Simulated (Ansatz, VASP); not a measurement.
Two plane-wave programs on CsPbBr3

Contents of INCAR:

```
PREC = Accurate
ENCUT = 600
EDIFF = 1E-6
ISMEAR = -1
SIGMA = 0.05
LREAL = False
LASPH = True
NELM = 60
ALGO = Fast
ISIF = 3
LWAVE = False
LCHARG = False
GGA = PS
IVDW = 13
IBRION = 2
NSW = 40
EDIFFG = -0.005
```

File KPOINTS:

```
Automatic mesh
0
Gamma
  4 4 4
```

File POSCAR:

```
CsPbBr3
1.0
    5.8700000000      0.0000000000      0.0000000000
    0.0000000000      5.8700000000      0.0000000000
    0.0000000000      0.0000000000      5.8700000000
Pb Cs Br
1 1 3
Direct
    0.5000000000      0.5000000000      0.5000000000
    0.0000000000      0.0000000000      0.0000000000
    0.5000000000      0.5000000000      0.0000000000
    0.5000000000      0.0000000000      0.5000000000
    0.0000000000      0.5000000000      0.5000000000
```

The input input.yaml:

```yaml
crystal:
  lattice:
    - [5.87, 0.0, 0.0]
    - [0.0, 5.87, 0.0]
    - [0.0, 0.0, 5.87]
  atoms:
    - { symbol: Pb, position: [0.5, 0.5, 0.5] }
    - { symbol: Cs, position: [0.0, 0.0, 0.0] }
    - { symbol: Br, position: [0.5, 0.5, 0.0] }
    - { symbol: Br, position: [0.5, 0.0, 0.5] }
    - { symbol: Br, position: [0.0, 0.5, 0.5] }
hamiltonian:
  xc: pbesol
  pseudopotentials: { kind: paw }
  dispersion: d4
kpoints:
  mp_grid: { grid: [4, 4, 4] }
scf:
  occupations: { method: fermi_dirac, width: 0.05 }
output:
  forces: true
  stress: true
  eigenvalues: true
relax:
  f_tol: 0.01
  max_steps: 40
  cell: { stress_tol: 0.05 }
```

Measurements of this composition are mostly on another form, of space group No. 62.

Alike in both runs: task relaxation of cell and atoms; functional PBEsol; dispersion D4; k mesh 4 × 4 × 4; occupations fermi-dirac, width 0.05 eV; no spin polarisation.

|  | VASP | Ansatz |
| --- | --- | --- |
| version | VASP 6.6.1 | Ansatz 0.2.0 |
| potentials or method | VASP PAW PBE potentials, release 64 (Pb_d, Cs_sv, Br) | Ansatz PAW |
| plane-wave cutoff (eV) | 600 | 420 |
| valence electrons in the cell | 44 | 44 |

|  | VASP | Ansatz | Ansatz less VASP |
| --- | --- | --- | --- |
| gap on the k mesh at the Fermi level, each at its own relaxed structure (eV) | 1.36 | 1.35 | -0.004 |
| relaxed volume (Å³/atom) | 39.87 | 39.84 | -0.028 |
| relaxed cell length with the largest relative difference (Å) | 5.842 | 5.840 | -0.0014 |

Caveats: spin-orbit coupling is left out, which as a rule narrows the gap of such compounds by several tenths of an eV; the PAW data sets were made with another functional, which shifts forces and pressure a little (VASP); the plane-wave basis is chosen anew once the cell has moved, so the energies of steps on either side of that aren't comparable (Ansatz); the PAW data sets come from PBE, with cores solved anew for the run's functional, which leaves a small shift of forces and pressure (Ansatz). A hybrid or GW would open this gap; PBEsol tends to underestimate it. A k mesh can miss the band edges.
